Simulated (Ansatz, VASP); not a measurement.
# One calculation of Ir, two programs

```
CELL_PARAMETERS angstrom
2.73676 0.00000 0.00000
-1.36838 2.37010 0.00000
0.00000 0.00000 18.46911
ATOMIC_POSITIONS crystal
Ir 0.66667 0.33333 0.37901
Ir 0.33333 0.66667 0.49658
Ir 0.00000 0.00000 0.61414
```

Alike in both runs: functional PBE; k mesh 12 × 12 × 1; occupations gaussian, width 0.1 eV; no spin polarisation.

Ansatz relaxed the structure, and its values are those at the end. VASP's run is a single point on that final structure, the one shown.

```csv
,VASP,Ansatz
version,VASP 6.6.1,Ansatz 0.2.0
potentials or method,"VASP PAW PBE potentials, release 64 (Ir)","scalar-relativistic, plane waves, PAW"
plane-wave cutoff (eV),520,420
valence electrons in the cell,27,51
```

```tsv
	VASP	Ansatz	Ansatz less VASP
gap on the k mesh at the Fermi level (eV)	none	none	-
rms of the force components (eV/Å)	0.019	0.000	-0.0187
```

A gap of «none» marks a metal or a gap that the smearing closes. The two sets of potentials don't hold the same shells in valence.

Spin-orbit coupling is left out, which matters for the levels of Ir.
